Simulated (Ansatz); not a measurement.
MgS (Niningerite):

```xyz
2
Lattice="0.0000 2.6016 2.6016 2.6016 0.0000 2.6016 2.6016 2.6016 0.0000" Properties=species:S:1:pos:R:3 pbc="T T T"
S     2.6016    2.6016    2.6016
Mg    0.0000    0.0000    0.0000
```

* Program: Ansatz 0.2.0
* Task: relaxation of cell and atoms
* Functional: PBEsol
* Dispersion: D3(BJ)-ATM
* Potentials or basis: Ansatz PAW
* Cutoff: 420 eV (not typed: the program's choice for these potentials)
* k mesh: 9 × 9 × 9
* Occupations: fermi-dirac, width 0.05 eV
* Spin: no spin polarisation

At the start: volume 17.61 Å³/atom.

Q: How do energy, volume and symmetry change on relaxing?

A: It ends after 4 steps and the volume is 16.85 Å³/atom (-4.3 %); space group Fm-3m (No. 225, to 0.05 Å).

The path:
| step | energy change (eV) | largest force (eV/Å) | volume (Å³) |
| --- | --- | --- | --- |
| 1 | 0.0000 | 0.0000 | 35.22 |
| 2 | -0.0161 | 0.0000 | 33.93 |
| 3 | -0.0165 | 0.0000 | 33.69 |
| 4 | -0.0164 | 0.0000 | 33.69 |

Final structure:
```
S Mg
1.0
     0.00000    2.56346    2.56346
     2.56346    0.00000    2.56346
     2.56346    2.56346    0.00000
S Mg
1 1
Direct
  0.50000 0.50000 0.50000
  0.00000 0.00000 0.00000
```

Caveat: the plane-wave basis is chosen anew once the cell has moved, so the energies of steps on either side of that aren't comparable; the PAW data sets come from PBE, with cores solved anew for the run's functional, which leaves a small shift of forces and pressure.
